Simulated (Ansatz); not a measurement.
**EuO (Fm-3m): compression over a wide range**

The task here is to estimate one member of a computed series from the others.

Method: DFT PBE, scalar-relativistic, plane waves, PAW, in Ansatz 0.2.0.

**The starting structure**

Symmetry: Fm-3m, No. 225, cubic system. The conventional cell has a = 5.061 Å, b = 5.061 Å, c = 5.061 Å, α = 90.00°, β = 90.00°, γ = 90.00°. Eu (site symmetry m-3m) has 6 O at 2.53 Å as nearest neighbours. O (site symmetry m-3m) has 6 Eu at 2.53 Å as nearest neighbours.

As a file:

```
CELL_PARAMETERS angstrom
0.00000 2.53030 2.53030
2.53030 0.00000 2.53030
2.53030 2.53030 0.00000
ATOMIC_POSITIONS crystal
Eu 0.00000 0.00000 0.00000
O 0.50000 0.50000 0.50000
```

This cell comes from an earlier session at PBE: 16.200 Å³/atom at 0.11 GPa, on a 12×12×12 mesh.

Set-up of the first run:

File input.yaml:

```yaml
crystal:
  lattice:
    - [0.0, 2.4960984028, 2.4960984028]
    - [2.4960984028, 0.0, 2.4960984028]
    - [2.4960984028, 2.4960984028, 0.0]
  atoms:
    - { symbol: Eu, position: [0.0, 0.0, 0.0], spin: 7.24 }
    - { symbol: O, position: [0.5, 0.5, 0.5] }
basis:
  ecutwfc: 420
  ecutrho_ratio: 4
kpoints:
  mp_grid: { grid: [12, 12, 12] }
hamiltonian:
  xc: pbe
scf:
  occupations: { method: gaussian, width: 0.05 }
output:
  forces: true
  stress: true
  eigenvalues: true
  populations: true
magnetization:
  spin_polarized: true
```

Run with:

```console
$ ansatz run input.yaml --threads 2 --pin off --max-ram 5120MiB --backend cpu --events-out ev --progress --plain --runs-dir out
```

Steps of the session up to this table: Volume × 0.96; Volume × 1.04; Volume × 0.92; Volume × 0.88; Volume × 0.84; Volume × 0.8; Volume × 0.76; Volume × 0.72.

One of the session's tables, all rows but one given; the rest of the session is left out.

It belongs to the step «The curve». 

| volume (Å³/atom) | energy above the lowest (meV/atom) | pressure (GPa) | largest moment (μB) |
| --- | --- | --- | --- |
| 11.664 | 705.9 | 67.3 | 6.23 |
| 12.312 | 470.0 | 49.8 | 6.30 |
| 12.960 | 298.3 | 35.9 | 6.36 |
| 13.608 | 174.8 | 25.5 | 6.42 |
| 14.256 | 89.8 | 16.8 | 6.47 |
| 14.904 | ? | ? | ? |
| 15.552 | 9.0 | 4.4 | 6.54 |
| 16.200 | 0.0 | 0.1 | 6.58 |
| 16.848 | 7.0 | -3.4 | 6.61 |

Estimate the missing values for volume (Å³/atom) = 14.904.

Worked estimate for «energy above the lowest (meV/atom)». A straight line through the neighbours (14.256, 89.8) and (15.552, 9.0) gives 89.8 + (9.0 − 89.8) × (14.904 − 14.256) / (15.552 − 14.256) = 49.4; a parabola fitted to 4 rows on both sides gives 36.7.

As computed: energy above the lowest (meV/atom): 36.8; pressure (GPa): 9.7; largest moment (μB): 6.50. In «energy above the lowest (meV/atom)» the line misses by +12.6 and the parabola by -0.1.

Limits of these values: Other structures may be lower in enthalpy at these pressures. No U or exact exchange acts on the open f shell of Eu, so the metal found here may be the functional's error. Warnings in the runs' records: given moment on shells.
